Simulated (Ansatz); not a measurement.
## GaSb4 polymorphs, one row open

All numbers below come from DFT PBE, scalar-relativistic, plane waves, PAW (Ansatz). All cells share a 420 eV cutoff and Γ-centred k meshes spaced at most about 0.3 Å⁻¹ (about 0.25 or finer for metals, 2π included). No spin polarisation.

Temperature and zero-point effects are left out. Rows are sorted by volume; energies count from the lowest form computed. Coordination counts Sb atoms around Ga (those within 1.25 times the shortest such distance or 1.15 times the sum of covalent radii, 1.27 where that leaves under three; a plus sign parts nearer from farther groups; the shortest distance is added where it exceeds 1.18 times the sum of covalent radii).

| row | form | source | atoms | coordination | V (Å³/atom) | gap on mesh (eV) | ΔE (meV/atom) |
| --- | --- | --- | --- | --- | --- | --- | --- |
| 1 | I4/m | invented | 5 | Ga 8+4 from 3.2 Å | 26.1 | 0 | ? |
| 2 | I4/mmm | invented | 5 | Ga 6 | 28.0 | 0 | 53 |
| 3 | Im-3m | invented | 5 | Ga 8 | 29.8 | 0 | 111 |
| 4 | P4/mmm | invented | 5 | Ga 8 from 3.1 Å | 30.0 | 0 | 0 |
| 5 | P-43m | invented | 5 | Ga 4 | 30.4 | 0 | 295 |

The cell of row 1:

```cif
data_structure
_symmetry_space_group_name_H-M 'I4/m'
_symmetry_Int_Tables_number 87
_cell_length_a 8.2676
_cell_length_b 8.2676
_cell_length_c 3.8162
_cell_angle_alpha 90.000
_cell_angle_beta 90.000
_cell_angle_gamma 90.000
_cell_volume 260.84
loop_
_atom_site_label
_atom_site_type_symbol
_atom_site_symmetry_multiplicity
_atom_site_Wyckoff_symbol
_atom_site_fract_x
_atom_site_fract_y
_atom_site_fract_z
_atom_site_occupancy
Ga1 Ga 2 a 0.00000 0.00000 0.00000 1
Sb1 Sb 8 h 0.20400 0.60509 0.00000 1
```

Problem. How far above the lowest form does the open row lie?

Solution. 77 meV/atom, which puts it above row 2 and below row 3. Counting Sb atoms around Ga, row 1 has Ga 8+4 from 3.2 Å and the lowest form (row 4) has Ga 8 from 3.1 Å. The lowest form (row 4) holds Sb–Sb pairs (shortest 2.95 Å); in row 1 the shortest Sb–Sb distance is 3.16 Å, near bonding range too.

An observed structure of this formula, if there is one, may be missing.

For metals, differences of a few meV/atom aren't resolved. These runs have no spin–orbit coupling, which can matter for Sb. Cells relaxed within their symmetry can be saddle points. Some structure types and database cells were kept out of the candidates from the start, so a known form may be missing.

At 77 meV/atom above the lowest form, the I4/m cell shows that dense packing alone doesn't secure a low energy: it has the smallest volume of the set. Ga coordination doesn't settle the order either, since rows 3 and 4 both have eight neighbours yet differ by 111 meV/atom. In so Sb-rich a composition, Sb–Sb bonding probably weighs heavily. The 2.95 Å contact in row 4 is close to a normal covalent single bond, whereas 3.16 Å in row 1 indicates weaker, more delocalised bonding. Tetrahedral Ga, favourable in GaSb, lies highest here, which suggests that the Sb framework around it is poorly bonded.

The zero gaps say little about bonding: each primitive cell holds one formula unit with an odd number of valence electrons, so without spin polarisation a band must stay partly filled. Nor does the ranking show that GaSb4 would resist decomposition into GaSb and Sb, the phases expected at this composition.
